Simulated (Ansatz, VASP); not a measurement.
# Two plane-wave programs on Rh

File INCAR:

```
PREC = Accurate ; ENCUT = 520
EDIFF = 1E-7 ; ISMEAR = -1
SIGMA = 0.05 ; LREAL = F
LASPH = T ; NELM = 60
ALGO = Normal ; ISIF = 2
LWAVE = F ; LCHARG = F
GGA = PE ; NBANDS = 14
```

Contents of KPOINTS:

```
Automatic mesh
0
Gamma
  12 12 12
```

File POSCAR:

```
Rh
1.0
    0.0000000000      1.8591074964      1.8591074964
    1.8591074964      0.0000000000      1.8591074964
    1.8591074964      1.8591074964      0.0000000000
Rh
1
Direct
    0.0000000000      0.0000000000      0.0000000000
```

The input input.yaml:

```yaml
crystal:
  lattice:
    - [0.0, 1.8591074964, 1.8591074964]
    - [1.8591074964, 0.0, 1.8591074964]
    - [1.8591074964, 1.8591074964, 0.0]
  atoms:
    - { symbol: Rh, position: [0.0, 0.0, 0.0] }
hamiltonian:
  xc: pbe
  pseudopotentials: { kind: paw }
kpoints:
  mp_grid: { grid: [12, 12, 12] }
scf:
  occupations: { method: fermi_dirac, width: 0.05 }
output:
  forces: true
  stress: true
  eigenvalues: true
```

Change from the starting cell: volume scaled by 0.94.

Alike in both runs: task single point; functional PBE; k mesh 12 × 12 × 12; occupations fermi-dirac, width 0.05 eV; no spin polarisation.

```csv
,VASP,Ansatz
version,VASP 6.6.1,Ansatz 0.2.0
potentials or method,"VASP PAW PBE potentials, release 64 (Rh_pv)",Ansatz PAW
plane-wave cutoff (eV),520,420
valence electrons in the cell,15,17
```

|  | VASP | Ansatz | Ansatz less VASP |
| --- | --- | --- | --- |
| gap on the k mesh at the Fermi level (eV) | none | none | - |
| pressure (GPa) | 28.6 | 28.6 | -0.07 |

A gap of «none» marks a metal or a gap that the smearing closes. With one functional, cell and mesh, what is left measures potentials, basis and numerics. The two sets of potentials don't hold the same shells in valence.
